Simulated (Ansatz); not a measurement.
CdI2, CdI2 type, relaxed with r2SCAN+rVV10, was run in the plane-wave code Ansatz under altered settings. All numbers are computed, without spin polarisation but where a row says otherwise.

```
CELL_PARAMETERS angstrom
4.24701 0.00000 0.00000
-2.12350 3.67802 0.00000
0.00000 0.00000 6.89503
ATOMIC_POSITIONS crystal
Cd 0.00000 0.00000 0.00000
I 0.33333 0.66667 0.24939
I 0.66667 0.33333 0.75061
```

The base run's other keys:
```yaml
kpoints:
  mp_grid: { grid: [6, 6, 2] }
hamiltonian:
  xc: hse06
scf:
  occupations: { method: fixed }
  n_extra_bands: 4
```

It takes 15 iterations with 2093 plane waves at 420 eV and 14 k points, and leaves a mean stress of +0.79 GPa. The gap over this mesh is 3.341 eV. It ran on 4 threads of Arm Neoverse N1 (shared host).

Outcomes, with energy and stress as changes against the base:
```
                                      setting            outcome  ΔF (meV/atom)  Δ mean stress (GPa)  gap on the mesh (eV)  iterations  wall time
  PBE hybrid, exx coeff 0.3, omega 0.2078 1/Å          converged              –                 -0.1                 3.547          16       44 s
  PBE hybrid, exx coeff 0.2, omega 0.2078 1/Å          converged              –                 +0.2                 3.140          13       37 s
hamiltonian.xc: r2scan50 (cutoff then 500 eV)          converged              –                 -0.9                 5.874          20       75 s
     PBE hybrid, exx coeff 0.3, omega 0.5 1/Å          converged              –                 +0.2                 2.960          15       45 s
                           basis.ecutwfc: 200  converged, warned         +10469                 -2.3                 3.305          18       17 s
```
A dash marks a value that wasn't obtained or can't be compared. Stress is positive in compression. The base took 42 s. The base's mesh is coarse for a hybrid, so its own values aren't converged.

- PBE hybrid, exx coeff 0.3, omega 0.2078 1/Å. That is 30 % exact exchange, screened with ω = 0.2078 1/Å, against HSE06's 25 % screened at 0.208 1/Å. The mean stress moves by -0.1 GPa and the gap on the mesh by +0.206 eV (to 3.547). Totals of different functionals aren't comparable.
- hamiltonian.xc: r2scan50. The cutoff follows the functional, from 420 to 500 eV. The mean stress moves by -0.9 GPa and the gap on the mesh by +2.533 eV (to 5.874). It's another functional on the same cell, so totals aren't comparable.
- PBE hybrid, exx coeff 0.3, omega 0.5 1/Å. That is 30 % exact exchange, screened with ω = 0.5 1/Å, against HSE06's 25 % screened at 0.208 1/Å. The mean stress moves by +0.2 GPa and the gap on the mesh by -0.381 eV (to 2.960). Totals of different functionals aren't comparable.
- basis.ecutwfc: 200. 699 plane waves in place of 2093. The free energy moves by +10469 meV an atom, the mean stress by -2.3 GPa and the gap on the mesh by -0.036 eV (to 3.305). The basis is too small: these are errors of the cutoff. Warned: cutoff below recommended.

Spin-orbit coupling is left out, which matters wherever the heavy atoms make up the band edges.

The stress of a hybrid is loosely converged in these runs.

The meshes of the hybrids are coarse, so their gaps aren't converged to the digits shown.
